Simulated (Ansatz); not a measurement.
Born–Oppenheimer molecular dynamics of a periodic cell of 24 atoms, N (packed as 12 N2, density as packed 0.80 g/cm³ with natural masses). It starts from a partly relaxed structure (largest force component 0.25 eV/Å).

The calculation used Ansatz 0.2.0, DFT PBE-D3(BJ), scalar-relativistic, plane waves, PAW. Settings: accuracy low, cutoff 420 eV, k mesh 1x1x1, fermi-dirac smearing 0.05 eV, no spin polarisation.

```json
{"ensemble": "NVT, Langevin thermostat", "time step": "1.5 fs", "steps asked": "270", "set temperature": "250 K", "friction": "0.02 /fs", "seed": "751956"}
```

Frames 7.5 fs apart, positions in Å, forces in eV/Å.

Velocities at 210.0 fs (Å/ps):

```
N -6.66 7.47 3.98
N -2.54 -8.25 1.59
N 5.51 1.16 4.61
N 1.45 -0.73 3.01
N -5.72 -3.73 3.91
N -2.90 -1.50 3.54
N -0.71 4.73 -3.10
N 2.63 -0.85 -2.51
N 2.42 0.40 -2.26
N -1.33 -0.37 -2.62
N 2.12 0.67 2.57
N -2.02 -2.87 3.68
N 13.28 2.02 3.67
N 2.89 4.22 -3.46
N 1.63 6.48 1.63
N 3.20 6.17 2.95
N -5.25 -0.92 -0.47
N -0.78 3.90 5.77
N -2.91 -5.33 4.45
N -2.25 -0.61 -7.47
N 3.32 -0.69 2.61
N 1.50 4.75 -2.52
N -6.61 -0.97 2.78
N 0.54 7.79 2.49
```

```xyz
24
Lattice="8.8621 0.0000 0.0000 0.0000 8.8621 0.0000 0.0000 0.0000 8.8621" Properties=species:S:1:pos:R:3:forces:R:3 time_fs=210.0 energy_less_start_eV=0.352 T=269
N 7.112 4.328 2.909 0.35 0.63 0.67
N 7.561 4.983 3.682 -0.34 -0.44 -0.59
N 5.768 8.299 5.681 -0.16 0.54 -0.77
N 5.956 7.646 6.540 0.17 -0.61 0.75
N 2.325 1.385 7.679 -0.47 0.14 1.51
N 2.665 1.300 6.645 0.46 -0.17 -1.44
N 5.078 2.347 0.567 -0.24 -0.05 -0.04
N 6.128 2.651 0.691 0.13 -0.06 -0.01
N 0.141 1.078 4.801 1.15 -1.62 0.90
N -0.466 1.868 4.366 -1.21 1.51 -0.90
N 1.935 4.899 7.763 -0.54 -1.19 3.98
N 2.076 5.210 6.744 0.55 1.22 -3.99
N 2.404 3.874 2.877 0.83 0.86 0.83
N 1.758 3.265 2.241 -0.90 -0.81 -0.88
N 2.572 7.500 3.329 -1.66 2.50 -0.80
N 1.969 8.403 3.031 1.71 -2.53 0.76
N 4.298 6.825 0.340 -0.59 0.91 -1.02
N 4.721 6.165 1.100 0.60 -0.91 1.03
N 4.697 2.088 3.722 -0.08 -0.25 -0.98
N 4.789 2.290 4.794 0.18 0.28 1.01
N 8.043 3.221 7.092 -0.89 0.67 -0.04
N 7.140 3.865 7.043 0.91 -0.57 -0.01
N 0.041 8.296 8.627 -1.42 0.59 0.40
N -0.946 8.738 8.896 1.43 -0.63 -0.37
24
Lattice="8.8621 0.0000 0.0000 0.0000 8.8621 0.0000 0.0000 0.0000 8.8621" Properties=species:S:1:pos:R:3:forces:R:3 time_fs=217.5 energy_less_start_eV=0.308 T=282
N 7.037 4.361 2.915 0.35 0.52 0.62
N 7.543 4.938 3.714 -0.34 -0.33 -0.55
N 5.801 8.318 5.719 0.00 0.01 -0.08
N 5.971 7.635 6.567 0.02 -0.08 0.06
N 2.275 1.359 7.703 0.10 0.01 -0.20
N 2.636 1.284 6.663 -0.09 -0.02 0.27
N 5.085 2.392 0.549 -0.47 -0.10 -0.07
N 6.145 2.650 0.672 0.36 0.00 0.04
N 0.160 1.072 4.782 -0.63 0.65 -0.34
N -0.480 1.862 4.340 0.55 -0.74 0.35
N 1.943 4.898 7.821 0.45 1.00 -3.26
N 2.086 5.221 6.749 -0.43 -0.98 3.25
N 2.468 3.878 2.894 -0.48 -0.29 -0.45
N 1.779 3.318 2.233 0.40 0.35 0.39
N 2.570 7.551 3.335 1.17 -1.82 0.61
N 2.005 8.436 3.053 -1.11 1.79 -0.66
N 4.273 6.814 0.340 0.78 -1.10 1.43
N 4.719 6.182 1.145 -0.76 1.10 -1.43
N 4.662 2.039 3.698 0.24 0.37 1.94
N 4.786 2.290 4.778 -0.14 -0.37 -1.89
N 8.062 3.240 7.111 1.30 -0.91 0.11
N 7.181 3.879 7.035 -1.28 1.00 -0.17
N -0.005 8.299 8.654 0.93 -0.54 -0.25
N -0.942 8.797 8.922 -0.93 0.49 0.28
24
Lattice="8.8621 0.0000 0.0000 0.0000 8.8621 0.0000 0.0000 0.0000 8.8621" Properties=species:S:1:pos:R:3:forces:R:3 time_fs=225.0 energy_less_start_eV=0.274 T=327
N 6.963 4.407 2.934 0.16 0.24 0.30
N 7.520 4.895 3.752 -0.14 -0.07 -0.23
N 5.828 8.307 5.769 0.00 0.01 -0.06
N 5.999 7.617 6.610 0.02 -0.07 0.04
N 2.230 1.338 7.710 0.29 -0.02 -0.69
N 2.607 1.272 6.670 -0.25 0.01 0.76
N 5.077 2.435 0.529 0.09 0.03 -0.01
N 6.149 2.661 0.656 -0.20 -0.12 0.00
N 0.159 1.074 4.778 0.12 -0.28 0.19
N -0.471 1.849 4.321 -0.21 0.20 -0.19
N 1.934 4.909 7.823 -0.40 -0.79 2.61
N 2.099 5.227 6.801 0.42 0.81 -2.62
N 2.517 3.878 2.902 -0.46 -0.22 -0.42
N 1.817 3.352 2.226 0.35 0.30 0.36
N 2.574 7.567 3.356 -0.66 1.12 -0.33
N 2.031 8.492 3.061 0.72 -1.16 0.28
N 4.265 6.777 0.348 -0.79 1.01 -1.48
N 4.697 6.223 1.180 0.80 -1.00 1.49
N 4.620 1.991 3.697 -0.32 -0.81 -2.50
N 4.769 2.284 4.730 0.44 0.78 2.55
N 8.095 3.257 7.120 -1.16 0.87 -0.14
N 7.201 3.913 7.026 1.18 -0.79 0.07
N -0.035 8.303 8.696 -0.41 0.20 0.13
N -0.961 8.848 8.952 0.42 -0.26 -0.10
24
Lattice="8.8621 0.0000 0.0000 0.0000 8.8621 0.0000 0.0000 0.0000 8.8621" Properties=species:S:1:pos:R:3:forces:R:3 time_fs=232.5 energy_less_start_eV=0.302 T=361
N 6.891 4.460 2.957 0.44 0.36 0.67
N 7.495 4.845 3.801 -0.42 -0.21 -0.62
N 5.858 8.290 5.805 0.10 -0.45 0.51
N 6.020 7.596 6.652 -0.09 0.41 -0.54
N 2.178 1.302 7.705 0.35 -0.02 -0.80
N 2.575 1.242 6.672 -0.30 0.02 0.86
N 5.058 2.479 0.521 0.89 0.18 0.08
N 6.140 2.682 0.649 -0.99 -0.24 -0.09
N 0.145 1.083 4.788 0.02 -0.18 0.14
N -0.457 1.847 4.273 -0.13 0.11 -0.14
N 1.937 4.907 7.851 0.37 0.68 -2.03
N 2.117 5.250 6.802 -0.35 -0.66 2.01
N 2.561 3.891 2.886 0.27 0.35 0.27
N 1.848 3.370 2.233 -0.39 -0.25 -0.34
N 2.551 7.599 3.364 0.53 -0.99 0.34
N 2.047 8.525 3.073 -0.48 0.94 -0.38
N 4.255 6.749 0.358 0.78 -0.89 1.66
N 4.684 6.254 1.262 -0.76 0.91 -1.66
N 4.565 1.928 3.656 0.53 0.89 2.90
N 4.736 2.293 4.707 -0.39 -0.95 -2.83
N 8.101 3.299 7.117 2.06 -1.54 0.28
N 7.239 3.946 6.993 -2.05 1.59 -0.33
N -0.070 8.284 8.770 -0.59 0.36 0.16
N -0.972 8.894 8.973 0.60 -0.42 -0.12
24
Lattice="8.8621 0.0000 0.0000 0.0000 8.8621 0.0000 0.0000 0.0000 8.8621" Properties=species:S:1:pos:R:3:forces:R:3 time_fs=240.0 energy_less_start_eV=0.319 T=331
N 6.824 4.518 2.983 -0.78 -0.27 -0.96
N 7.474 4.792 3.817 0.80 0.42 0.99
N 5.895 8.259 5.848 -0.02 0.06 -0.11
N 6.010 7.571 6.701 0.02 -0.09 0.07
N 2.124 1.268 7.692 -0.12 0.05 0.41
N 2.552 1.214 6.681 0.19 -0.05 -0.35
N 5.047 2.510 0.527 -1.05 -0.19 -0.16
N 6.115 2.715 0.653 0.96 0.14 0.14
N 0.118 1.090 4.802 -0.71 0.81 -0.59
N -0.444 1.856 4.227 0.60 -0.88 0.59
N 1.961 4.911 7.842 -0.34 -0.74 1.98
N 2.142 5.291 6.839 0.36 0.75 -2.01
N 2.584 3.906 2.874 -1.27 -0.79 -1.10
N 1.856 3.361 2.228 1.13 0.90 1.02
N 2.510 7.608 3.373 -0.48 0.95 -0.26
N 2.038 8.570 3.082 0.53 -1.00 0.22
N 4.247 6.696 0.393 -0.56 0.53 -1.23
N 4.658 6.310 1.328 0.57 -0.50 1.23
N 4.541 1.894 3.650 -0.49 -1.55 -3.62
N 4.692 2.284 4.641 0.64 1.47 3.71
N 8.119 3.324 7.103 -1.78 1.41 -0.28
N 7.249 4.015 6.970 1.77 -1.37 0.25
N -0.094 8.278 8.860 0.10 -0.11 0.01
N -0.983 8.915 8.986 -0.09 0.05 0.03
24
Lattice="8.8621 0.0000 0.0000 0.0000 8.8621 0.0000 0.0000 0.0000 8.8621" Properties=species:S:1:pos:R:3:forces:R:3 time_fs=247.5 energy_less_start_eV=0.361 T=361
N 6.752 4.557 2.998 1.33 0.42 1.60
N 7.463 4.761 3.834 -1.30 -0.29 -1.57
N 5.912 8.232 5.887 0.07 -0.63 0.78
N 5.995 7.551 6.759 -0.07 0.61 -0.83
N 2.084 1.270 7.679 -0.02 0.04 0.17
N 2.538 1.175 6.681 0.09 -0.04 -0.11
N 5.023 2.526 0.537 2.12 0.43 0.20
N 6.113 2.744 0.664 -2.19 -0.47 -0.25
N 0.071 1.098 4.813 0.72 -1.26 1.07
N -0.422 1.843 4.190 -0.84 1.19 -1.06
N 1.955 4.896 7.857 0.50 1.15 -2.47
N 2.151 5.359 6.853 -0.49 -1.14 2.45
N 2.584 3.904 2.849 1.28 1.17 1.13
N 1.875 3.348 2.239 -1.43 -1.06 -1.21
N 2.454 7.622 3.381 0.08 -0.23 0.09
N 2.022 8.596 3.105 -0.04 0.17 -0.13
N 4.225 6.647 0.430 0.46 -0.35 1.12
N 4.638 6.318 1.407 -0.45 0.40 -1.12
N 4.513 1.840 3.597 0.62 1.35 3.48
N 4.676 2.277 4.628 -0.46 -1.44 -3.38
N 8.088 3.362 7.073 1.14 -1.02 0.16
N 7.277 4.083 6.952 -1.15 1.05 -0.17
N -0.106 8.264 8.934 0.10 -0.11 0.02
N -0.978 8.934 8.991 -0.10 0.06 0.02
24
Lattice="8.8621 0.0000 0.0000 0.0000 8.8621 0.0000 0.0000 0.0000 8.8621" Properties=species:S:1:pos:R:3:forces:R:3 time_fs=255.0 energy_less_start_eV=0.343 T=297
N 6.694 4.595 3.058 -1.13 -0.22 -1.13
N 7.452 4.740 3.829 1.17 0.31 1.14
N 5.933 8.204 5.920 0.03 -0.45 0.60
N 5.990 7.553 6.814 -0.03 0.44 -0.65
N 2.049 1.279 7.657 0.22 -0.02 -0.33
N 2.528 1.146 6.671 -0.14 0.03 0.38
N 5.006 2.533 0.542 -2.87 -0.58 -0.34
N 6.062 2.746 0.648 2.81 0.55 0.30
N 0.025 1.093 4.848 -0.35 0.41 -0.37
N -0.400 1.838 4.149 0.21 -0.46 0.38
N 1.948 4.914 7.843 -0.43 -1.14 2.11
N 2.146 5.422 6.904 0.44 1.15 -2.14
N 2.602 3.918 2.846 -1.81 -1.36 -1.43
N 1.872 3.304 2.256 1.67 1.47 1.35
N 2.398 7.623 3.371 -0.53 1.24 -0.24
N 1.987 8.633 3.153 0.59 -1.32 0.19
N 4.228 6.613 0.479 -0.35 0.27 -0.86
N 4.613 6.322 1.462 0.36 -0.22 0.85
N 4.503 1.818 3.603 -0.44 -1.46 -3.00
N 4.670 2.247 4.580 0.60 1.36 3.11
N 8.060 3.384 7.042 -0.19 0.19 -0.02
N 7.281 4.158 6.928 0.18 -0.17 0.04
N -0.105 8.268 8.991 1.32 -1.07 0.02
N -0.962 8.942 8.998 -1.32 1.03 0.03
24
Lattice="8.8621 0.0000 0.0000 0.0000 8.8621 0.0000 0.0000 0.0000 8.8621" Properties=species:S:1:pos:R:3:forces:R:3 time_fs=262.5 energy_less_start_eV=0.410 T=253
N 6.623 4.604 3.104 1.60 0.21 1.40
N 7.460 4.729 3.835 -1.54 -0.14 -1.40
N 5.932 8.152 5.959 -0.07 0.67 -1.05
N 5.991 7.554 6.872 0.07 -0.68 0.99
N 2.028 1.275 7.638 -0.10 0.08 0.31
N 2.526 1.119 6.670 0.17 -0.07 -0.25
N 4.944 2.526 0.543 2.82 0.61 0.17
N 6.040 2.761 0.632 -2.87 -0.62 -0.22
N -0.017 1.124 4.885 -0.01 -0.22 0.24
N -0.372 1.824 4.115 -0.15 0.17 -0.24
N 1.935 4.932 7.866 0.45 1.24 -2.10
N 2.138 5.492 6.917 -0.46 -1.23 2.07
N 2.596 3.903 2.841 2.05 1.97 1.64
N 1.899 3.287 2.292 -2.19 -1.86 -1.72
N 2.335 7.626 3.367 0.21 -0.69 0.13
N 1.974 8.649 3.203 -0.15 0.60 -0.18
N 4.226 6.603 0.519 0.58 -0.45 1.58
N 4.603 6.310 1.527 -0.58 0.51 -1.60
N 4.513 1.793 3.563 0.66 1.31 3.46
N 4.687 2.225 4.593 -0.50 -1.41 -3.33
N 8.032 3.407 7.002 -0.14 0.16 0.01
N 7.288 4.218 6.931 0.13 -0.14 0.03
N -0.078 8.267 9.043 -1.94 1.47 -0.05
N -0.964 8.952 9.006 1.95 -1.51 0.10
24
Lattice="8.8621 0.0000 0.0000 0.0000 8.8621 0.0000 0.0000 0.0000 8.8621" Properties=species:S:1:pos:R:3:forces:R:3 time_fs=270.0 energy_less_start_eV=0.459 T=255
N 6.591 4.597 3.167 -2.11 -0.38 -1.65
N 7.436 4.735 3.831 2.16 0.44 1.65
N 5.920 8.101 5.986 0.05 -0.62 1.05
N 5.973 7.548 6.948 -0.05 0.61 -1.11
N 2.008 1.276 7.626 -0.01 0.05 0.13
N 2.520 1.107 6.666 0.09 -0.04 -0.08
N 4.933 2.540 0.563 -3.62 -0.79 -0.23
N 5.985 2.770 0.608 3.59 0.78 0.17
N -0.050 1.154 4.931 -0.21 0.20 -0.28
N -0.348 1.808 4.093 0.03 -0.24 0.28
N 1.924 4.960 7.857 -0.46 -1.20 1.87
N 2.149 5.532 6.961 0.46 1.20 -1.89
N 2.608 3.914 2.858 -2.16 -1.89 -1.67
N 1.898 3.241 2.298 2.03 2.01 1.59
N 2.289 7.604 3.368 -0.37 1.12 -0.11
N 1.973 8.662 3.247 0.44 -1.21 0.06
N 4.237 6.593 0.562 -0.43 0.31 -1.11
N 4.598 6.320 1.558 0.42 -0.25 1.10
N 4.548 1.795 3.576 -0.55 -1.77 -4.14
N 4.696 2.183 4.565 0.70 1.66 4.27
N 8.023 3.425 6.966 0.11 -0.10 0.04
N 7.293 4.248 6.945 -0.12 0.14 0.01
N -0.074 8.289 9.093 3.00 -2.22 0.27
N -0.943 8.923 9.024 -3.00 2.20 -0.21
```

Of the whole run (405 fs, mean temperature of the second half 268 K): A run of 0.41 ps of so small a system gives no equilibrium averages. Limits of this set-up: coarse k mesh, low accuracy level.

Time of the run: 14 min on 1 thread of Intel(R) Xeon(R) Platinum 8259CL CPU @ 2.50GHz (Skylake/Cascade Lake) (shared host), peak memory 0.62 GiB.
